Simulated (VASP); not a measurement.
Here is a VASP 6.6.1 calculation.

Contents of INCAR:

```
SYSTEM = ScAl3N4
PREC = Accurate ; ENCUT = 520
EDIFF = 1E-6 ; ISMEAR = 0
SIGMA = 0.03 ; LREAL = .False.
LASPH = .True. ; NELM = 100
ALGO = Normal ; ISIF = 3
LWAVE = .False. ; LCHARG = .False.
GGA = PE ; IBRION = 2
NSW = 60 ; EDIFFG = -0.005
```

Contents of KPOINTS:

```
Automatic mesh
0
Gamma
  4 4 5
  0 0 0
```

POSCAR

```
ScAl3N4
1.0
    6.3740000000      0.0000000000      0.0000000000
   -3.1870000000      5.5200459237      0.0000000000
    0.0000000000      0.0000000000      4.9570000000
Sc Al N
2 6 8
Direct
    0.1666666667      0.3333333333      0.0000000000
    0.8333333333      0.6666666667      0.5000000000
    0.1666666667      0.8333333333      0.0000000000
    0.6666666667      0.3333333333      0.0000000000
    0.6666666667      0.8333333333      0.0000000000
    0.3333333333      0.1666666667      0.5000000000
    0.3333333333      0.6666666667      0.5000000000
    0.8333333333      0.1666666667      0.5000000000
    0.1666666667      0.3333333333      0.3820000000
    0.1666666667      0.8333333333      0.3820000000
    0.6666666667      0.3333333333      0.3820000000
    0.6666666667      0.8333333333      0.3820000000
    0.3333333333      0.1666666667      0.8820000000
    0.3333333333      0.6666666667      0.8820000000
    0.8333333333      0.1666666667      0.8820000000
    0.8333333333      0.6666666667      0.8820000000
```

Potentials or basis: VASP PAW PBE potentials, release 64 (Sc_sv, Al, N).

Run with:

```console
$ cat potpaw_PBE.64/Sc_sv/POTCAR potpaw_PBE.64/Al/POTCAR potpaw_PBE.64/N/POTCAR > POTCAR
$ mpirun -np 1 vasp_std > vasp.out
```

(1) What does it give for the band gap on the k mesh?

(2) Estimate the relaxed volume.

(3) What does it give for the space group after relaxing (to 0.05 Å)?

Results:

(1) 3.70 eV, indirect (least direct gap 3.71 eV).

(2) 11.54 Å³/atom.

(3) P6_3mc (No. 186).

Caveat: an odd mesh through Γ misses points on the zone boundary, where band edges often lie.
